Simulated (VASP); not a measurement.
# ZnS (P6_3mc) in VASP: further runs

Runs on ZnS. Level: PBEsol. Tasks: single point, relaxation of cell and atoms.

Everything below comes from runs of VASP 6.6.1. Logs are shortened: lines on timing, memory, paths and dates and some standing lists are left out, and cuts for length are marked.

**The experiment to reproduce.**

From a printed reference work, monograph, for a bulk crystal of ZnS at 4 K: band gap 3.911 eV (direct).

How close the calculation comes is told below.

**1. The cell of the first run**

It takes space group P6_3mc (No. 186, hexagonal). Conventional cell: a = 3.931 Å, b = 3.931 Å, c = 6.524 Å, α = 90.00°, β = 90.00°, γ = 120.00°. Within 3.1 Å of Zn (site symmetry 3m) lie 4 S at 2.35 to 2.64 Å. S (site symmetry 3m) has 4 Zn at 2.35 to 2.64 Å within 3.1 Å.

**2. Single point, PBEsol (strained and its atoms moved)**

INCAR

```
ALGO     = Normal         # electronic algorithm
EDIFF    = 1E-6           # SCF threshold, eV
ENCUT    = 520            # plane-wave cutoff, eV
GGA      = PS             # functional
ISIF     = 2              # what is computed and relaxed
ISMEAR   = 0              # smearing method
LASPH    = T              # aspherical terms in the spheres
LCHARG   = F              # write CHGCAR
LREAL    = F              # projectors in reciprocal space
LWAVE    = F              # write WAVECAR
NBANDS   = 26             # bands
NELM     = 60             # most SCF steps
PREC     = Accurate       # precision mode
SIGMA    = 0.02           # smearing width, eV
```

KPOINTS

```
k-points
0
Gamma
  9 9 6
```

POSCAR

```
ZnS
1.0
    3.9311214632      0.0000000000      0.0000000000
   -1.9655607316      3.4044510524      0.0000000000
    0.0000000000      0.0000000000      6.5240056800
Zn S
2 2
Direct
    0.3333333333      0.6666666667     -0.0096246391
    0.6666666667      0.3333333333      0.4903753609
    0.3333333333      0.6666666667      0.3946246391
    0.6666666667      0.3333333333      0.8946246391
```

Potentials or basis: VASP PAW PBE potentials, release 64 (Zn, S).

Launch:

```
cat potpaw_PBE.64/Zn/POTCAR potpaw_PBE.64/S/POTCAR > POTCAR
mpirun -np 1 vasp_std > vasp.out
```

OUTCAR:

```text
EDIFF = 1E-6
   ENCUT = 520
   GGA = PS
   ISIF = 2
   ISMEAR = 0
   LASPH = T
   LREAL = F
   NELM = 60
   PREC = Accurate

 ion  position               nearest neighbor table
   1  0.333  0.667  0.990-   4 2.35   4 2.35   4 2.35   3 2.64
   2  0.667  0.333  0.490-   3 2.35   3 2.35   3 2.35   4 2.64
   3  0.333  0.667  0.395-   2 2.35   2 2.35   2 2.35   1 2.64
   4  0.667  0.333  0.895-   1 2.35   1 2.35   1 2.35   2 2.64

  LATTYP: Found a hexagonal cell.
 ALAT       =     3.9311214632
 C/A-ratio  =     1.6595787592

  Lattice vectors:

 A1 = (   3.9311214632,   0.0000000000,   0.0000000000)
 A2 = (  -1.9655607316,   3.4044510524,   0.0000000000)
 A3 = (   0.0000000000,   0.0000000000,   6.5240056800)

Analysis of symmetry for initial positions (statically):
=====================================================================
 Subroutine PRICEL returns:
 Original cell was already a primitive cell.

 Routine SETGRP: Setting up the symmetry group for a
 hexagonal supercell.

 Subroutine GETGRP returns: Found 12 space group operations
 (whereof  6 operations were pure point group operations)
 out of a pool of 24 trial point group operations.

The static configuration has the point symmetry C_3v.
 The point group associated with its full space group is C_6v.

Analysis of symmetry for dynamics (positions and initial velocities):
=====================================================================
 Subroutine PRICEL returns:
 Original cell was already a primitive cell.

 Routine SETGRP: Setting up the symmetry group for a
 hexagonal supercell.

 Subroutine GETGRP returns: Found 12 space group operations
 (whereof  6 operations were pure point group operations)
 out of a pool of 24 trial point group operations.

The dynamic configuration has the point symmetry C_3v.
 The point group associated with its full space group is C_6v.

 Subroutine INISYM returns: Found 12 space group operations
 (whereof  6 operations are pure point group operations),
 and found     1 'primitive' translations

----------------------------------------------------------------------------------------

                                     Primitive cell

  volume of cell :      87.3128

  direct lattice vectors                    reciprocal lattice vectors
     3.931121463  0.000000000  0.000000000     0.254380336  0.146866556  0.000000000
    -1.965560732  3.404451052  0.000000000     0.000000000  0.293733111  0.000000000
     0.000000000  0.000000000  6.524005680     0.000000000  0.000000000  0.153280063

  length of vectors
     3.931121463  3.931121463  6.524005680     0.293733111  0.293733111  0.153280063

  position of ions in fractional coordinates (direct lattice)
     0.333333333  0.666666667  0.990375361
     0.666666667  0.333333333  0.490375361
     0.333333333  0.666666667  0.394624639
     0.666666667  0.333333333  0.894624639

  ion indices of the primitive-cell ions
   primitive index   ion index
                 1           1
                 2           2
                 3           3
                 4           4

----------------------------------------------------------------------------------------

 KPOINTS: k-points

Automatic generation of k-mesh.
 Grid dimensions read from file:
 generate k-points for:    9    9    6

 Generating k-lattice:

  Cartesian coordinates                     Fractional coordinates (reciprocal lattice)
     0.028264482  0.016318506  0.000000000     0.111111111  0.000000000  0.000000000
     0.000000000  0.032637012  0.000000000     0.000000000  0.111111111  0.000000000
     0.000000000  0.000000000  0.025546677     0.000000000  0.000000000  0.166666667

  Length of vectors
     0.032637012  0.032637012  0.025546677

  Shift w.r.t. Gamma in fractional coordinates (k-lattice)
     0.000000000  0.000000000  0.000000000

 Subroutine IBZKPT returns following result:
 ===========================================

 Found     48 irreducible k-points:

 Following reciprocal coordinates:
            Coordinates               Weight
  0.000000  0.000000  0.000000      1.000000
  0.111111  0.000000  0.000000      6.000000
  0.222222 -0.000000  0.000000      6.000000
  0.333333  0.000000  0.000000      6.000000
  0.444444 -0.000000  0.000000      6.000000
  0.111111  0.111111  0.000000      6.000000
[... 16 lines left out ...]
  0.333333  0.222222  0.166667     24.000000
  0.333333  0.333333  0.166667      4.000000
 [... further k-points ...]
   k-points           NKPTS =     48   k-points in BZ     NKDIM =     48   number of bands    NBANDS=     26
   number of dos      NEDOS =    301   number of ions     NIONS =      4
   total plane-waves  NPLWV =  45000
   dimension x,y,z NGX =    30 NGY =   30 NGZ =   50
   dimension x,y,z NGXF=    60 NGYF=   60 NGZF=  100
   ions per type =               2   2
   NGX,Y,Z   is equivalent  to a cutoff of  12.69, 12.69, 12.74 a.u.
   NGXF,Y,Z  is equivalent  to a cutoff of  25.37, 25.37, 25.48 a.u.
 SYSTEM =  unknown system
   PREC   = accura    normal or accurate (medium, high low for compatibility)
   ISTART =      0    job   : 0-new  1-cont  2-samecut
   ICHARG =      2    charge: 1-file 2-atom 10-const
   ISPIN  =      1    spin polarized calculation?
   LNONCOLLINEAR =      F non collinear calculations
   LSORBIT =      F    spin-orbit coupling
   LASPH  =      T    aspherical Exc in radial PAW
   ENCUT  =  520.0 eV  38.22 Ry    6.18 a.u.   7.31  7.31 12.13*2*pi/ulx,y,z
   NELM   =     60;   NELMIN=  2; NELMDL= -5     # of ELM steps
   EDIFF  = 0.1E-05   stopping-criterion for ELM
   LREAL  =      F    real-space projection
   EDIFFG = 0.1E-04   stopping-criterion for IOM
   NSW    =      0    number of steps for IOM
   IBRION =     -1    ionic relax: 0-MD 1-quasi-New 2-CG
   NFREE  =      0    steps in history (QN), initial steepest desc. (CG)
   ISIF   =      2    stress and relaxation
   ISYM   =      2    0-nonsym 1-usesym 2-fastsym
   POTIM  = 0.5000    time-step for ionic-motion
   TEBEG  =    0.0;   TEEND  =   0.0 temperature during run
   PSTRESS=    0.0 pullay stress
   NELECT =      36.0000    total number of electrons
   NUPDOWN=      -1.0000    fix difference up-down
   EMIN   =  10.00;   EMAX   =-10.00  energy-range for DOS
   EFERMI =   0.00;   METHOD = LEGACY
   ISMEAR =     0;   SIGMA  =   0.02  broadening in eV -4-tet -1-fermi 0-gaus
   EFERMI_NEDOS =   21; number of points for ismear=-14 and -15
   IALGO  =     38    algorithm
   IMIX   =      4    mixing-type and parameters
     AMIX     =   0.40;   BMIX     =  1.00
     AMIX_MAG =   1.60;   BMIX_MAG =  1.00
  volume/ion in A,a.u.               =      21.83       147.30
  Fermi-wavevector in a.u.,A,eV,Ry     =   1.218474  2.302583 20.200292  1.484680
  Thomas-Fermi vector in A             =   2.353759
   LORBIT       =      0    0 simple, 1 ext, 2 COOP (PROOUT), +10 PAW based schemes
   GGA     = PS    functional components
   LHFCALC =     F    Hartree Fock is set to
   AEXX    =    0.0000 exact exchange contribution
   IVDW    =     0    specifies the selected vdW correction
   LEPSILON=     F    determine dielectric tensor
   LRPA    =     F    only Hartree local field effects (RPA)
 non-spin polarized calculation
 Gauss-broadening in eV      SIGMA  =   0.02
  energy-cutoff  :      520.00
  volume of cell :       87.31
 maximum number of plane-waves:      2394
 NGX is ok and might be reduce to    30
   NGX = 15   NGY = 15   NGZ = 25

 number of electron      35.9999971 magnetization

 Free energy of the ion-electron system (eV)
  ---------------------------------------------------
  ext. energy  EPLUGINS =         0.00000000
  ---------------------------------------------------
  free energy    TOTEN  =       -14.80384302 eV

  energy without entropy =      -14.80384302  energy(sigma->0) =      -14.80384302

 E-fermi :   1.3021     XC(G=0):  -9.3651

 val. band max:        1.1667284199   @ k =   0.0000   0.0000   0.0000
 cond. band min:       2.8304909741   @ k =   0.0000   0.0000   0.0000
 fundamental gap:      1.6637625542
 Fermi energy:         1.3021031764

 k-point     1 :       0.0000    0.0000    0.0000
  band No.  band energies     occupation
      1     -11.4185      2.00000
      2     -10.7332      2.00000
      3      -4.9943      2.00000
      4      -4.9943      2.00000
      5      -4.9654      2.00000
      6      -4.9654      2.00000
[... 18 lines left out ...]
     25       8.4630      0.00000
     26       9.6036      0.00000

 k-point     2 :       0.1111    0.0000    0.0000
  band No.  band energies     occupation
      1     -11.3452      2.00000
      2     -10.6868      2.00000
      3      -4.9959      2.00000
      4      -4.9732      2.00000
      5      -4.9575      2.00000
      6      -4.9418      2.00000
[... 18 lines left out ...]
     25       8.8257      0.00000
     26       9.2704      0.00000

 k-point     3 :       0.2222   -0.0000    0.0000
  band No.  band energies     occupation
      1     -11.1449      2.00000
      2     -10.5705      2.00000
      3      -4.9854      2.00000
      4      -4.9246      2.00000
      5      -4.9204      2.00000
      6      -4.8797      2.00000
[... 18 lines left out ...]
     25       8.8368      0.00000
     26       9.8110      0.00000

 k-point     4 :       0.3333    0.0000    0.0000
  band No.  band energies     occupation
      1     -10.8801      2.00000
      2     -10.4480      2.00000
      3      -4.9406      2.00000
      4      -4.8649      2.00000
      5      -4.8558      2.00000
      6      -4.8054      2.00000
[... 18 lines left out ...]
     25       9.5094      0.00000
     26      10.1889      0.00000
[... 496 lines left out ...]
      1     -10.7250      2.00000
      2     -10.4268      2.00000
      3      -4.8649      2.00000
      4      -4.8618      2.00000
      5      -4.8043      2.00000
      6      -4.7597      2.00000
[... 18 lines left out ...]
     25       9.0888      0.00000
     26      10.6007      0.00000

 k-point    23 :       0.3333    0.2222    0.1667
  band No.  band energies     occupation
      1     -10.5447      2.00000
      2     -10.3944      2.00000
      3      -4.8492      2.00000
      4      -4.8004      2.00000
      5      -4.7427      2.00000
      6      -4.7042      2.00000
[... 18 lines left out ...]
     25       9.9715      0.00000
     26      10.9451      0.00000

 k-point    24 :       0.3333    0.3333    0.1667
  band No.  band energies     occupation
      1     -10.4329      2.00000
      2     -10.4329      2.00000
      3      -4.8449      2.00000
      4      -4.7340      2.00000
      5      -4.7340      2.00000
      6      -4.7191      2.00000
[... 18 lines left out ...]
     25      10.6363      0.00000
     26      10.6367      0.00000

 [... further k-points ...]

------------------------ aborting loop because EDIFF is reached ----------------------------------------

  FORCE on cell =-STRESS in cart. coord.  units (eV):
  Direction    XX          YY          ZZ          XY          YZ          ZX
  --------------------------------------------------------------------------------------
  -------------------------------------------------------------------------------------
  Total       -3.1640742     -3.1640742     -4.1140842      0.0000000      0.0000000      0.0000000
  in kB      -58.0603099    -58.0603098    -75.4928583      0.0000000      0.0000000      0.0000000
  external PRESSURE =     -63.8711593 kB  Pullay stress =       0.0000000 kB

 VOLUME and BASIS-vectors are now :
 -----------------------------------------------------------------------------
  energy-cutoff  :      520.00
  volume of cell :       87.31
      direct lattice vectors                 reciprocal lattice vectors
     3.931121463  0.000000000  0.000000000     0.254380336  0.146866556  0.000000000
    -1.965560732  3.404451052  0.000000000     0.000000000  0.293733111  0.000000000
     0.000000000  0.000000000  6.524005680     0.000000000  0.000000000  0.153280063

 POSITION                                       TOTAL-FORCE (eV/Angst)
 -----------------------------------------------------------------------------------
     -0.00000      2.26963      6.46121         0.000000     -0.000000      0.430516
      1.96556      1.13482      3.19921        -0.000000      0.000000      0.430516
     -0.00000      2.26963      2.57453        -0.000000      0.000000     -0.430516
      1.96556      1.13482      5.83654         0.000000     -0.000000     -0.430516
 -----------------------------------------------------------------------------------
    total drift:                               -0.000000     -0.000001     -0.000302

  FREE ENERGIE OF THE ION-ELECTRON SYSTEM (eV)
  ---------------------------------------------------
  free  energy   TOTEN  =       -14.8038430151 eV

  energy  without entropy=      -14.8038430151  energy(sigma->0) =      -14.80384302
```

It took 3.3 min on 1 thread of Intel Xeon 8259CL, shared host; peak memory 0.25 GiB.

Results:

```
Free energy            : -14.8038 eV
Pressure               : -6.4 GPa
Largest force          : 0.431 eV/Å
Band gap on the k mesh : 1.66 eV
```

Forces in eV/Å, atoms in the order of the input:
```
Zn   0.000  0.000  0.431
Zn   0.000  0.000  0.431
S    0.000  0.000 -0.431
S    0.000  0.000 -0.431
```

Caveat: the cell differs from its parent crystal (strained and its atoms moved); the cell stands under tension; the PAW data sets were made with another functional, which shifts forces and pressure a little. A k mesh can miss the band edges.

**3. Single point, PBEsol (strained)**

INCAR

```
SYSTEM = ZnS
ALGO     = Normal         ! electronic algorithm
EDIFF    = 1E-7           ! SCF threshold, eV
ENCUT    = 520            ! plane-wave cutoff, eV
GGA      = PS             ! functional
ISIF     = 2              ! what is computed and relaxed
ISMEAR   = 0              ! smearing method
LASPH    = .TRUE.         ! aspherical terms in the spheres
LCHARG   = .TRUE.         ! write CHGCAR
LELF     = .TRUE.         ! ELF
LREAL    = .FALSE.        ! projectors in reciprocal space
LVHAR    = .TRUE.       
LWAVE    = .FALSE.        ! write WAVECAR
NBANDS   = 26             ! bands
NELM     = 60             ! most SCF steps
PREC     = Accurate       ! precision mode
SIGMA    = 0.02           ! smearing width, eV
```

KPOINTS

```
k-points
0
G
  9 9 6
  0 0 0
```

POSCAR

```
ZnS
1.0
    3.9748336192      0.0000000000      0.0000000000
   -1.9874168096      3.4423068900      0.0000000000
    0.0000000000      0.0000000000      6.5955096600
Zn S
2 2
Direct
    0.3333333333      0.6666666667     -0.0096246391
    0.6666666667      0.3333333333      0.4903753609
    0.3333333333      0.6666666667      0.3946246391
    0.6666666667      0.3333333333      0.8946246391
```

Potentials or basis: VASP PAW PBE potentials, release 64 (Zn, S).

Launch:

```
cat potpaw_PBE.64/Zn/POTCAR potpaw_PBE.64/S/POTCAR > POTCAR
mpirun -np 1 vasp_std > vasp.out
```

Wall time 3.3 min (1 thread of Intel Xeon 8259CL, shared host); peak memory 0.25 GiB.

Results (log left out):

```yaml
Free_energy: -14.6744 eV
Pressure: -7.8 GPa
Largest_force: 0.362 eV/Å
Band_gap_on_the_k_mesh: 1.52 eV
```

Forces on the atoms (eV/Å):
```
Zn   0.000  0.000  0.362
Zn   0.000  0.000  0.362
S    0.000  0.000 -0.362
S    0.000  0.000 -0.362
```

Stress tensor (GPa, compression positive):
```
-7.54  0.00  0.00
 0.00 -7.54  0.00
 0.00  0.00 -8.28
```

Levels at points of the mesh, in eV from the valence-band top:
```tsv
k point	band 15	band 16	band 17	band 18	band 19	band 20	band 21	band 22
(0.00, 0.00, 0.00)	-0.70	-0.12	-0.12	0.00	1.52	2.43	6.24	6.24
(0.00, 0.00, 0.50)	-0.42	-0.42	-0.42	-0.42	2.80	2.80	6.29	6.29
```

Caveat: the cell differs from its parent crystal (strained); the cell stands under tension; the PAW data sets were made with another functional, which shifts forces and pressure a little.

**4. Single point, PBEsol**

This run uses another cell than the first one, of 19.22 Å³/atom.

INCAR

```
PREC = Accurate
ENCUT = 520
EDIFF = 1E-7
ISMEAR = 0
SIGMA = 0.02
LREAL = False
LASPH = True
NELM = 100
ALGO = Normal
ISIF = 2
LWAVE = False
LCHARG = True
GGA = PS
LELF = True
LVHAR = True
NBANDS = 26
```

KPOINTS

```
Automatic mesh
0
Gamma
  12 12 6
```

POSCAR

```
ZnS
1.0
    3.7815695537      0.0000000000      0.0000000000
   -1.8907847769      3.2749352997      0.0000000000
    0.0000000000      0.0000000000      6.2089940714
Zn S
2 2
Direct
    0.3333333333      0.6666666667      0.0054433261
    0.6666666667      0.3333333333      0.5054433261
    0.3333333333      0.6666666667      0.3795566739
    0.6666666667      0.3333333333      0.8795566739
```

Launch:

```
cat potpaw_PBE.64/Zn/POTCAR potpaw_PBE.64/S/POTCAR > POTCAR
mpirun -np 1 vasp_std > vasp.out
```

Run time: 3.4 min. Hardware: 1 thread of Intel Xeon 8259CL, shared host; peak memory 0.27 GiB.

It converged, with:

```yaml
Free_energy: -15.1674 eV
Pressure: 0.2 GPa
Band_gap_on_the_k_mesh: 2.16 eV
```

Levels at points of the mesh, in eV from the valence-band top:
| k point | band 14 | band 15 | band 16 | band 17 | band 18 | band 19 | band 20 | band 21 | band 22 | band 23 |
| --- | --- | --- | --- | --- | --- | --- | --- | --- | --- | --- |
| (0.00, 0.00, 0.00) | -0.94 | -0.94 | -0.09 | 0.00 | 0.00 | 2.16 | 3.03 | 6.21 | 6.21 | 6.46 |
| (0.50, 0.00, 0.00) | -4.26 | -3.43 | -2.35 | -1.80 | -0.93 | 3.52 | 4.20 | 4.96 | 6.80 | 7.40 |
| (0.00, 0.00, 0.50) | -2.97 | -0.49 | -0.49 | -0.49 | -0.49 | 3.51 | 3.51 | 6.67 | 6.67 | 6.67 |
| (0.50, 0.00, 0.50) | -5.03 | -1.72 | -1.72 | -1.69 | -1.69 | 3.41 | 3.41 | 5.10 | 5.10 | 8.76 |

Caveat: the PAW data sets were made with another functional, which shifts forces and pressure a little.

(Continued in part 2 of 2.)
